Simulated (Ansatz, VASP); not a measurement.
# Two plane-wave programs on LiCl

```
CELL_PARAMETERS angstrom
6.55911 0.00000 0.00000
0.00000 6.55911 0.00000
0.00000 0.00000 3.51049
ATOMIC_POSITIONS crystal
Li 0.66148 0.66148 0.50000
Li 0.16148 0.83852 0.25000
Li 0.33852 0.33852 0.00000
Li 0.83852 0.16148 0.75000
Cl 0.82828 0.82828 0.00000
Cl 0.32828 0.67172 0.75000
Cl 0.17172 0.17172 0.50000
Cl 0.67172 0.32828 0.25000
```

Alike in both runs: functional PBE; k mesh 4 × 4 × 6; occupations gaussian, width 0.02 eV; no spin polarisation.

Ansatz relaxed the structure, and its values are those at the end. VASP's run is a single point on that final structure, the one shown.

|  | VASP | Ansatz |
| --- | --- | --- |
| version | VASP 6.6.1 | Ansatz 0.2.0 |
| potentials or method | VASP PAW PBE potentials, release 64 (Li_sv, Cl) | scalar-relativistic, plane waves, PAW |
| plane-wave cutoff (eV) | 520 | 420 |
| valence electrons in the cell | 40 | 40 |

|  | VASP | Ansatz | Ansatz less VASP |
| --- | --- | --- | --- |
| gap on the k mesh at the Fermi level (eV) | 5.98 | 5.98 | -0.006 |
| least direct gap on the mesh (eV) | 6.06 | 6.05 | -0.008 |
| rms of the force components (eV/Å) | 0.003 | 0.003 | -0.0001 |

 A k mesh can miss the band edges. Expect the measured gap to be larger: semilocal functionals such as PBE lack the derivative discontinuity.
